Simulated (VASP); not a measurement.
Set up this calculation in VASP 6.6.1, as the native input.

```
Task                   : relaxation of cell and atoms
Functional             : PBEsol
Potentials or basis    : VASP PAW PBE potentials, release 64 (Hf_pv)
Cutoff                 : 520 eV
k mesh                 : 4 × 4 × 4
Occupations            : gaussian, width 0.1 eV
Spin                   : no spin polarisation
Target pressure        : 100 GPa
Further INCAR settings : ALGO = Normal; EDIFF = 1e-07; IBRION = 2; EDIFFG = -0.002; NSW = 80; ISIF = 3
Target pressure        : 100 GPa
```

The structure of Hf lies in POSCAR:

```
Hf                                      
1.0
   -1.5352967650      1.5352967650      1.5352967650
    1.5352967650     -1.5352967650      1.5352967650
    1.5352967650      1.5352967650     -1.5352967650
  Hf            
     1
Direct
     0.0000000000000000    0.0000000000000000    0.0000000000000000
```

This isn't the form of Hf at room conditions, which is hcp.

One way to write it, as run:

INCAR

```
PREC = Accurate
ENCUT = 520
EDIFF = 1E-7
ISMEAR = 0
SIGMA = 0.1
LREAL = False
LASPH = True
NELM = 100
ALGO = Normal
ISIF = 3
LWAVE = False
LCHARG = False
GGA = PS
IBRION = 2
NSW = 80
EDIFFG = -0.002
PSTRESS = 1000
```

KPOINTS

```
Automatic mesh
0
Gamma
  4 4 4
```

Potentials or basis: VASP PAW PBE potentials, release 64 (Hf_pv).

The run is started by

```bash
$ cat potpaw_PBE.64/Hf_pv/POTCAR > POTCAR
$ mpirun -np 1 vasp_std > vasp.out
```

It gave:

* Relaxed volume: 13.49 Å³/atom
* Relaxed cell: a = 2.598 Å, b = 2.598 Å, c = 2.598 Å, α = 109.47°, β = 109.47°, γ = 109.47°
* Space group after relaxing (to 0.05 Å): Im-3m (No. 229)
* Energy change on relaxing (the enthalpy is what falls): +530.1 meV/atom
* Ionic steps: 5
* Pressure after relaxing: 100.0 GPa
* Band gap on the k mesh: none (metal or under the smearing width)

Caveat: the k mesh is coarse (spacing up to 0.72 Å⁻¹), so the values aren't converged; the cell is relaxed towards a set pressure, so the enthalpy falls and the energy may rise; the PAW data sets were made with another functional, which shifts forces and pressure a little.

Wall time 7.5 s on 1 thread of AMD EPYC 7R13 Processor (Zen 3), with other jobs on the host, peak memory 0.1 GiB.
